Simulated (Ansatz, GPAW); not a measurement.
Given: the input of a run of GPAW 26.7.0 (ASE script) on NbP. The cell is a database's computed one, not the measured one.

Contents of run.py:

```python
from ase import Atoms
from ase.dft.bandgap import bandgap
from ase.io import write
from ase.units import Bohr, GPa
from gpaw import GPAW, PW
from gpaw.elf import elf_from_dft_calculation

atoms = Atoms(['Nb', 'Nb', 'P', 'P'],
              cell=[[-1.6749232544, 1.6749232544, 5.7401081759],
                    [1.6749232544, -1.6749232544, 5.7401081759],
                    [1.6749232544, 1.6749232544, -5.7401081759]],
              scaled_positions=[[0.2498808, 0.7498808, 0.5],
                                [0.4998808, 0.4998808, 0.0],
                                [0.83274777, 0.33274777, 0.5],
                                [0.08274777, 0.08274777, 0.0]],
              pbc=True)

calc = GPAW(mode=PW(600),
            xc='PBE',
            kpts={'size': (11, 11, 11), 'gamma': True},
            occupations={'name': 'fermi-dirac', 'width': 0.05},
            nbands=34,
            convergence={'density': 1e-05, 'energy': 1e-05},
            maxiter=150,
            txt='gpaw.txt')
atoms.calc = calc
energy = atoms.get_potential_energy()
forces = atoms.get_forces()
stress = atoms.get_stress()
calc.write('gs.gpw')
write('result.traj', atoms)
print(f'Energy: {energy:.6f} eV')
print('Forces (eV/A):')
print(forces.round(4))
print('Stress (GPa):', (stress / GPa).round(3))
print('Fermi level:', round(calc.get_fermi_level(), 4), 'eV')
print(f'Gap: {bandgap(calc)[0]:.4f} eV, direct: {bandgap(calc, direct=True)[0]:.4f} eV')

# fields on the real-space grid
write('density.cube', atoms, data=calc.get_pseudo_density() * Bohr**3)
write('potential.cube', atoms, data=calc.get_electrostatic_potential())
write('elf.cube', atoms, data=elf_from_dft_calculation(calc).data)
```

Potentials or basis: GPAW PAW data sets (gpaw-data 1.2.1), pw.

Launch:

```bash
$ OMP_NUM_THREADS=1 python run.py
```

Q: Translate it to Ansatz 0.2.0. Potentials or basis there: Ansatz PAW (earlier soft set), cutoff 420 eV.

A: As run (cutoffs and basis follow the program's own potentials, and thresholds, step limits or extra output files can differ):

File input.yaml:

```yaml
crystal:
  lattice:
    - [-1.6749232544, 1.6749232544, 5.7401081759]
    - [1.6749232544, -1.6749232544, 5.7401081759]
    - [1.6749232544, 1.6749232544, -5.7401081759]
  atoms:
    - { symbol: Nb, position: [0.2498808, 0.7498808, 0.5] }
    - { symbol: Nb, position: [0.4998808, 0.4998808, 0.0] }
    - { symbol: P, position: [0.83274777, 0.33274777, 0.5] }
    - { symbol: P, position: [0.08274777, 0.08274777, 0.0] }
hamiltonian:
  xc: pbe
  pseudopotentials: { kind: paw, azcp: { folder: soft_1 } }
kpoints:
  mp_grid: { grid: [11, 11, 11] }
scf:
  occupations: { method: fermi_dirac, width: 0.05 }
output:
  forces: true
  stress: true
  eigenvalues: true
```

Potentials or basis: Ansatz PAW soft_1.

Command:

```sh
$ ansatz run input.yaml --threads 1 --pin off --max-ram 3584MiB --backend cpu --events-out ev --progress --plain --runs-dir out
```

Both were run:

|  | GPAW | Ansatz |
| --- | --- | --- |
| Pressure | -1.5 GPa | -1.1 GPa |

Ansatz's pressure holds a Pulay term of +0.02 GPa for its cutoff of 420 eV, which the other run lacks.

Where Ansatz's input types no cutoff or centring, it takes its own default and a Γ-centred mesh.

Pressure is positive in compression.
